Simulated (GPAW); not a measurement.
Runs of GPAW 26.7.0 on InPd. Symmetry: Pm-3m, No. 221, cubic system. The conventional cell has a = 3.272 Å, b = 3.272 Å, c = 3.272 Å, α = 90.00°, β = 90.00°, γ = 90.00°. In (site symmetry m-3m) is surrounded by 8 Pd at 2.83 Å. Around Pd (site symmetry m-3m) lie 8 In at 2.83 Å. The cell comes from a database or a generator and needn't be the stable form of this composition.

| task | level | potentials or basis | spin | cell | k mesh | band path | band points | spin axis theta (degrees) | spin axis phi (degrees) | eigensolver | gap on the mesh (eV) | pressure (GPa) | relaxed volume (Å³/atom) |
| --- | --- | --- | --- | --- | --- | --- | --- | --- | --- | --- | --- | --- | --- |
| band structure | r2SCAN | GPAW PAW data sets (gpaw-data 1.2.1), pw | SOC, no magnetisation | as given | 6 × 6 × 6 | GXMGRX,MR | 80 | 90 | 0 | - | - | 0.0 | - |
| relaxation of cell and atoms | BLYP | PAW data sets generated in the run's folder for this functional, pw | off | relaxed | 8 × 8 × 8 | - | - | - | - | davidson | none | 0.1 | 19.46 |
| relaxation of cell and atoms | PBEsol+D3(BJ) | PAW data sets generated in the run's folder for this functional, pw | off | relaxed | 8 × 8 × 8 | - | - | - | - | - | none | -0.1 | 16.49 |
| band structure | r2SCAN | GPAW PAW data sets (gpaw-data 1.2.1), pw | off | as given | 8 × 8 × 8 | GXMGRX,MR | 100 | - | - | - | - | (a) | - |

Alike in all rows: cutoff (eV) 600; smearing fermi-dirac 0.05 eV.

Q: Fill in the values left out.

A: (a) -0.2.

Caveats: the PAW data sets were made with another functional, which shifts forces and pressure a little (some runs); later steps reuse the first step's grids (some runs); spin-orbit coupling was added after a scalar SCF, so levels and gaps hold it while energy, forces, pressure and moments don't (some runs); this program's spin-orbit splittings come out too wide for heavy elements (some runs); pairwise dispersion overbinds metals, which lowers pressure and volume (some runs); spin-orbit coupling is left out, which moves the levels of the heavy elements (some runs).

A k mesh can miss the band edges, and rows without SOC leave out spin-orbit coupling on In, Pd.

A gap of «none» marks a metal or a gap under the smearing width.

Runs at the PBE level aren't shown here.
